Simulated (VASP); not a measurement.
# Ru (Im-3m) in VASP: band structure with PBEsol

Aim: the band structure of Ru with PBEsol.

All numbers are computed with VASP 6.6.1; they aren't measurements. Logs are shortened: lines on timing, memory, paths and dates and some standing lists are left out, and cuts for length are marked.

## (1) Starting point

The structure is cubic, space group Im-3m (No. 229). Conventional cell: a = 3.017 Å, b = 3.017 Å, c = 3.017 Å, α = 90.00°, β = 90.00°, γ = 90.00°. Ru (site symmetry m-3m) has 8 Ru at 2.61 Å as nearest neighbours.

The cell was built by a generator and needn't be a form met in nature.

## (2) Band structure, PBEsol

INCAR reads:

```
PREC = Accurate ; ENCUT = 520
EDIFF = 1E-7 ; ISMEAR = 1
SIGMA = 0.1 ; LREAL = False
LASPH = True ; NELM = 80
ALGO = Normal ; ISIF = 2
LWAVE = False ; LCHARG = False
LMAXMIX = 4 ; GGA = PS
NBANDS = 13 ; ICORELEVEL = 1
```

KPOINTS reads:

```
Automatic mesh
0
Gamma
  18 18 18
```

POSCAR reads:

```
Ru                                      
1.0
   -1.5087017117      1.5087017117      1.5087017117
    1.5087017117     -1.5087017117      1.5087017117
    1.5087017117      1.5087017117     -1.5087017117
  Ru            
     1
Direct
     0.0000000000000000    0.0000000000000000    0.0000000000000000
```

KPOINTS_OPT reads:

```
explicit points
94
Reciprocal
 0.0000000000  0.0000000000  0.0000000000 1
 0.0357142857 -0.0357142857  0.0357142857 1
 0.0714285714 -0.0714285714  0.0714285714 1
 0.1071428571 -0.1071428571  0.1071428571 1
 0.1428571429 -0.1428571429  0.1428571429 1
 0.1785714286 -0.1785714286  0.1785714286 1
 0.2142857143 -0.2142857143  0.2142857143 1
 0.2500000000 -0.2500000000  0.2500000000 1
 0.2857142857 -0.2857142857  0.2857142857 1
 0.3214285714 -0.3214285714  0.3214285714 1
 0.3571428571 -0.3571428571  0.3571428571 1
 0.3928571429 -0.3928571429  0.3928571429 1
 0.4285714286 -0.4285714286  0.4285714286 1
 0.4642857143 -0.4642857143  0.4642857143 1
 0.5000000000 -0.5000000000  0.5000000000 1
 0.5000000000 -0.5000000000  0.5000000000 1
 0.4642857143 -0.4642857143  0.5000000000 1
 0.4285714286 -0.4285714286  0.5000000000 1
 0.3928571429 -0.3928571429  0.5000000000 1
 0.3571428571 -0.3571428571  0.5000000000 1
 0.3214285714 -0.3214285714  0.5000000000 1
 0.2857142857 -0.2857142857  0.5000000000 1
 0.2500000000 -0.2500000000  0.5000000000 1
 0.2142857143 -0.2142857143  0.5000000000 1
 0.1785714286 -0.1785714286  0.5000000000 1
 0.1428571429 -0.1428571429  0.5000000000 1
 0.1071428571 -0.1071428571  0.5000000000 1
 0.0714285714 -0.0714285714  0.5000000000 1
 0.0357142857 -0.0357142857  0.5000000000 1
 0.0000000000  0.0000000000  0.5000000000 1
 0.0000000000  0.0000000000  0.5000000000 1
 0.0000000000  0.0000000000  0.4642857143 1
 0.0000000000  0.0000000000  0.4285714286 1
 0.0000000000  0.0000000000  0.3928571429 1
 0.0000000000  0.0000000000  0.3571428571 1
 0.0000000000  0.0000000000  0.3214285714 1
 0.0000000000  0.0000000000  0.2857142857 1
 0.0000000000  0.0000000000  0.2500000000 1
 0.0000000000  0.0000000000  0.2142857143 1
 0.0000000000  0.0000000000  0.1785714286 1
 0.0000000000  0.0000000000  0.1428571429 1
 0.0000000000  0.0000000000  0.1071428571 1
 0.0000000000  0.0000000000  0.0714285714 1
 0.0000000000  0.0000000000  0.0357142857 1
 0.0000000000  0.0000000000  0.0000000000 1
 0.0000000000  0.0000000000  0.0000000000 1
 0.0178571429  0.0178571429  0.0178571429 1
 0.0357142857  0.0357142857  0.0357142857 1
 0.0535714286  0.0535714286  0.0535714286 1
 0.0714285714  0.0714285714  0.0714285714 1
 0.0892857143  0.0892857143  0.0892857143 1
 0.1071428571  0.1071428571  0.1071428571 1
 0.1250000000  0.1250000000  0.1250000000 1
 0.1428571429  0.1428571429  0.1428571429 1
 0.1607142857  0.1607142857  0.1607142857 1
 0.1785714286  0.1785714286  0.1785714286 1
 0.1964285714  0.1964285714  0.1964285714 1
 0.2142857143  0.2142857143  0.2142857143 1
 0.2321428571  0.2321428571  0.2321428571 1
 0.2500000000  0.2500000000  0.2500000000 1
 0.2500000000  0.2500000000  0.2500000000 1
 0.2678571429  0.1964285714  0.2678571429 1
 0.2857142857  0.1428571429  0.2857142857 1
 0.3035714286  0.0892857143  0.3035714286 1
 0.3214285714  0.0357142857  0.3214285714 1
 0.3392857143 -0.0178571429  0.3392857143 1
 0.3571428571 -0.0714285714  0.3571428571 1
 0.3750000000 -0.1250000000  0.3750000000 1
 0.3928571429 -0.1785714286  0.3928571429 1
 0.4107142857 -0.2321428571  0.4107142857 1
 0.4285714286 -0.2857142857  0.4285714286 1
 0.4464285714 -0.3392857143  0.4464285714 1
 0.4642857143 -0.3928571429  0.4642857143 1
 0.4821428571 -0.4464285714  0.4821428571 1
 0.5000000000 -0.5000000000  0.5000000000 1
 0.2500000000  0.2500000000  0.2500000000 1
 0.2321428571  0.2321428571  0.2678571429 1
 0.2142857143  0.2142857143  0.2857142857 1
 0.1964285714  0.1964285714  0.3035714286 1
 0.1785714286  0.1785714286  0.3214285714 1
 0.1607142857  0.1607142857  0.3392857143 1
 0.1428571429  0.1428571429  0.3571428571 1
 0.1250000000  0.1250000000  0.3750000000 1
 0.1071428571  0.1071428571  0.3928571429 1
 0.0892857143  0.0892857143  0.4107142857 1
 0.0714285714  0.0714285714  0.4285714286 1
 0.0535714286  0.0535714286  0.4464285714 1
 0.0357142857  0.0357142857  0.4642857143 1
 0.0178571429  0.0178571429  0.4821428571 1
 0.0000000000  0.0000000000  0.5000000000 1
 0.0000000000  0.0000000000  0.0000000000 1
 0.5000000000 -0.5000000000  0.5000000000 1
 0.2500000000  0.2500000000  0.2500000000 1
 0.0000000000  0.0000000000  0.5000000000 1
```

Potentials or basis: VASP PAW PBE potentials, release 64 (Ru_pv).

Command:

```bash
cat potpaw_PBE.64/Ru_pv/POTCAR > POTCAR
mpirun -np 1 vasp_std > vasp.out
```

OUTCAR:

```text
PREC = Accurate
   ENCUT = 520
   EDIFF = 1E-7
   ISMEAR = 1
   LREAL = False
   LASPH = True
   NELM = 80
   ISIF = 2
   GGA = PS

 ion  position               nearest neighbor table
   1  0.000  0.000  0.000-

  LATTYP: Found a body centered cubic cell.
 ALAT       =     3.0174034234

  Lattice vectors:

 A1 = (  -1.5087017117,   1.5087017117,   1.5087017117)
 A2 = (   1.5087017117,  -1.5087017117,   1.5087017117)
 A3 = (   1.5087017117,   1.5087017117,  -1.5087017117)

Analysis of symmetry for initial positions (statically):
=====================================================================
 Subroutine PRICEL returns:
 Original cell was already a primitive cell.

 Routine SETGRP: Setting up the symmetry group for a
 body centered cubic supercell.

 Subroutine GETGRP returns: Found 48 space group operations
 (whereof 48 operations were pure point group operations)
 out of a pool of 48 trial point group operations.

The static configuration has the point symmetry O_h .

Analysis of symmetry for dynamics (positions and initial velocities):
=====================================================================
 Subroutine PRICEL returns:
 Original cell was already a primitive cell.

 Routine SETGRP: Setting up the symmetry group for a
 body centered cubic supercell.

 Subroutine GETGRP returns: Found 48 space group operations
 (whereof 48 operations were pure point group operations)
 out of a pool of 48 trial point group operations.

The dynamic configuration has the point symmetry O_h .

 Subroutine INISYM returns: Found 48 space group operations
 (whereof 48 operations are pure point group operations),
 and found     1 'primitive' translations

----------------------------------------------------------------------------------------

                                     Primitive cell

  volume of cell :      13.7363

  direct lattice vectors                    reciprocal lattice vectors
    -1.508701712  1.508701712  1.508701712     0.000000000  0.331410773  0.331410773
     1.508701712 -1.508701712  1.508701712     0.331410773  0.000000000  0.331410773
     1.508701712  1.508701712 -1.508701712     0.331410773  0.331410773  0.000000000

  length of vectors
     2.613148018  2.613148018  2.613148018     0.468685609  0.468685609  0.468685609

  position of ions in fractional coordinates (direct lattice)
     0.000000000  0.000000000  0.000000000

  ion indices of the primitive-cell ions
[... 80 lines left out ...]
   ISIF   =      2    stress and relaxation
   ISYM   =      2    0-nonsym 1-usesym 2-fastsym
   POTIM  = 0.5000    time-step for ionic-motion
   TEBEG  =    0.0;   TEEND  =   0.0 temperature during run
   PSTRESS=    0.0 pullay stress
   NELECT =      14.0000    total number of electrons
   NUPDOWN=      -1.0000    fix difference up-down
   EMIN   =  10.00;   EMAX   =-10.00  energy-range for DOS
   EFERMI =   0.00;   METHOD = LEGACY
   ISMEAR =     1;   SIGMA  =   0.10  broadening in eV -4-tet -1-fermi 0-gaus
   EFERMI_NEDOS =   21; number of points for ismear=-14 and -15
   IALGO  =     38    algorithm
   IMIX   =      4    mixing-type and parameters
     AMIX     =   0.40;   BMIX     =  1.00
     AMIX_MAG =   1.60;   BMIX_MAG =  1.00
  volume/ion in A,a.u.               =      13.74        92.70
  Fermi-wavevector in a.u.,A,eV,Ry     =   1.647508  3.113338 36.930045  2.714282
  Thomas-Fermi vector in A             =   2.736955
   LORBIT       =      0    0 simple, 1 ext, 2 COOP (PROOUT), +10 PAW based schemes
   GGA     = PS    functional components
   LHFCALC =     F    Hartree Fock is set to
   AEXX    =    0.0000 exact exchange contribution
   IVDW    =     0    specifies the selected vdW correction
   LEPSILON=     F    determine dielectric tensor
   LRPA    =     F    only Hartree local field effects (RPA)
 non-spin polarized calculation
 Methfessel and Paxton  Order N= 1 SIGMA  =   0.10
  energy-cutoff  :      520.00
  volume of cell :       13.74
 maximum number of plane-waves:       382
   NGX =  9   NGY =  9   NGZ =  9

 number of electron      13.9999995 magnetization

 Free energy of the ion-electron system (eV)
  ---------------------------------------------------
  ext. energy  EPLUGINS =         0.00000000
  ---------------------------------------------------
  free energy    TOTEN  =        -9.51087532 eV

  energy without entropy =       -9.51014113  energy(sigma->0) =       -9.51063059

 the core state eigenenergies are
   1-  1s -21917.7276  2s  -3138.0892  2p  -2808.6230  3s   -539.7534  3p   -431.5256
       3d   -257.5209  4s    -60.3729

 E-fermi :  12.6452     XC(G=0): -14.1990

 val. band max:       12.6406922737   @ k =   0.2778   0.1111   0.1111
 cond. band min:      12.6461796285   @ k =  -0.0556   0.0556   0.0556
 fundamental gap:      0.0054873547
 Fermi energy:        12.6452279894

 k-point     1 :       0.0000    0.0000    0.0000
  band No.  band energies     occupation
      1     -29.8750      2.00000
      2     -29.8750      2.00000
      3     -29.8750      2.00000
      4       4.4867      2.00000
      5       9.7669      2.00000
      6       9.7669      2.00000
      7       9.7669      2.00000
      8      12.5446      2.05157
      9      12.5446      2.05157
     10      23.0101      0.00000
     11      29.7683      0.00000
     12      29.7683      0.00000
     13      29.7683      0.00000
[... 354 lines left out ...]
  band No.  band energies     occupation
      1     -30.8559      2.00000
      2     -30.2447      2.00000
      3     -29.9251      2.00000
      4       6.6966      2.00000
      5       8.1215      2.00000
      6      11.5289      2.00000
      7      12.4530      2.02040
      8      13.5462     -0.00000
      9      16.3527      0.00000
     10      22.9904      0.00000
     11      23.4862      0.00000
     12      26.7064      0.00000
     13      30.4611      0.00000

 [... further k-points ...]
[... 5 lines left out ...]
  --------------------------------------------------------------------------------------
  -------------------------------------------------------------------------------------
  Total        0.0030798      0.0030798      0.0030798      0.0000000      0.0000000     -0.0000000
  in kB        0.3592251      0.3592251      0.3592251      0.0000000      0.0000000     -0.0000000
  external PRESSURE =       0.3592251 kB  Pullay stress =       0.0000000 kB

 VOLUME and BASIS-vectors are now :
 -----------------------------------------------------------------------------
  energy-cutoff  :      520.00
  volume of cell :       13.74
      direct lattice vectors                 reciprocal lattice vectors
    -1.508701712  1.508701712  1.508701712     0.000000000  0.331410773  0.331410773
     1.508701712 -1.508701712  1.508701712     0.331410773  0.000000000  0.331410773
     1.508701712  1.508701712 -1.508701712     0.331410773  0.331410773  0.000000000

 POSITION                                       TOTAL-FORCE (eV/Angst)
 -----------------------------------------------------------------------------------
      0.00000      0.00000      0.00000         0.000000     -0.000000     -0.000000
 -----------------------------------------------------------------------------------
    total drift:                                0.000000     -0.000000      0.000000

  FREE ENERGIE OF THE ION-ELECTRON SYSTEM (eV)
  ---------------------------------------------------
  free  energy   TOTEN  =        -9.5108753246 eV

  energy  without entropy=       -9.5101411285  energy(sigma->0) =       -9.51063059
```

Wall time 25 s (1 thread of Intel Xeon Platinum 8488C (Sapphire Rapids), shared host); peak memory 0.17 GiB.

What came out:

- Free energy: -9.5109 eV
- Pressure: 0.0 GPa
- Band gap along the path: none (metal or under the smearing width)

Levels at the corners of the path, in eV from the Fermi level:
```csv
point,band 2,band 3,band 4,band 5,band 6,band 7,band 8,band 9,band 10,band 11
Γ,-42.52,-42.52,-8.16,-2.88,-2.88,-2.88,-0.10,-0.10,10.36,17.12
H,-43.26,-43.26,-6.44,-6.44,1.88,1.88,1.88,9.36,9.36,9.36
H,-43.26,-43.26,-6.44,-6.44,1.88,1.88,1.88,9.36,9.36,9.36
N,-42.86,-42.52,-6.34,-4.68,-0.11,0.38,1.15,2.52,10.28,10.49
N,-42.86,-42.52,-6.34,-4.68,-0.11,0.38,1.15,2.52,10.28,10.49
Γ,-42.52,-42.52,-8.16,-2.88,-2.88,-2.88,-0.10,-0.10,10.36,17.12
Γ,-42.52,-42.52,-8.16,-2.88,-2.88,-2.88,-0.10,-0.10,10.36,17.12
P,-43.04,-43.04,-3.88,-3.88,-3.88,0.47,0.47,9.74,10.39,10.97
P,-43.04,-43.04,-3.88,-3.88,-3.88,0.47,0.47,9.74,10.39,10.97
H,-43.26,-43.26,-6.44,-6.44,1.88,1.88,1.88,9.36,9.36,9.36
P,-43.04,-43.04,-3.88,-3.88,-3.88,0.47,0.47,9.74,10.39,10.97
N,-42.86,-42.52,-6.34,-4.68,-0.11,0.38,1.15,2.52,10.28,10.49
```

Core levels (eV, on the scale of the bands):
```csv
atom,levels
1 Ru,"1s -21917.7, 2s -3138.1, 2p -2808.6, 3s -539.8, 3p -431.5, 3d -257.5, 4s -60.4"
```

Caveat: the PAW data sets were made with another functional, which shifts forces and pressure a little.
